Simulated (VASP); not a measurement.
# Te: band structure with TB-mBJ

Crystal: Te.

```
Te
1.0
     4.45400    0.00000    0.00000
    -2.22700    3.85728    0.00000
     0.00000    0.00000    5.92400
Te
3
Cartesian
  1.6279 2.8197 0.0000
  -0.5991 1.0376 3.9493
  1.1981 0.0000 1.9747
```

| Item | Value |
| --- | --- |
| Program | VASP 6.6.1 |
| Task | band structure |
| Functional | TB-mBJ |
| Potentials or basis | VASP PAW PBE potentials, release 64 (Te) |
| Cutoff | 520 eV |
| k mesh | 8 × 8 × 6 |
| Occupations | gaussian, width 0.02 eV |
| Spin | no spin polarisation |
| Ladder | gaps |
| Further INCAR settings | ALGO = Normal; EDIFF = 1e-06 |

```
Band gap on the k mesh  : 0.59 eV, indirect (least direct gap 0.69 eV)
Band gap along the path : 0.37 eV, indirect (least direct gap 0.40 eV)
```

Levels at the corners of the path, in eV from the valence-band top:
```tsv
point	band 7	band 8	band 9	band 10	band 11	band 12
Γ	-1.67	-1.67	-0.90	1.14	1.14	1.78
M	-3.42	-1.00	-0.84	1.00	1.07	3.33
M	-3.42	-1.00	-0.84	1.00	1.07	3.33
K	-3.00	-2.84	-2.67	2.96	2.96	3.25
K	-3.00	-2.84	-2.67	2.96	2.96	3.25
Γ	-1.67	-1.67	-0.90	1.14	1.14	1.78
Γ	-1.67	-1.67	-0.90	1.14	1.14	1.78
A	-1.39	-1.04	-1.04	0.57	0.73	0.73
A	-1.39	-1.04	-1.04	0.57	0.73	0.73
L	-2.42	-2.11	-0.19	0.89	2.06	2.69
L	-2.42	-2.11	-0.19	0.89	2.06	2.69
H	-1.04	-0.02	-0.02	0.37	1.45	1.45
H	-1.04	-0.02	-0.02	0.37	1.45	1.45
A	-1.39	-1.04	-1.04	0.57	0.73	0.73
L	-2.42	-2.11	-0.19	0.89	2.06	2.69
M	-3.42	-1.00	-0.84	1.00	1.07	3.33
K	-3.00	-2.84	-2.67	2.96	2.96	3.25
H	-1.04	-0.02	-0.02	0.37	1.45	1.45
```

Run time: 3.1 min on 1 thread of AMD EPYC 9R14 (Zen 4), with other jobs on the host, peak memory 0.28 GiB.

Caveat: spin-orbit coupling is left out, which moves the levels of the heavy elements; the mesh misses the band edges, which the band path finds closer together.
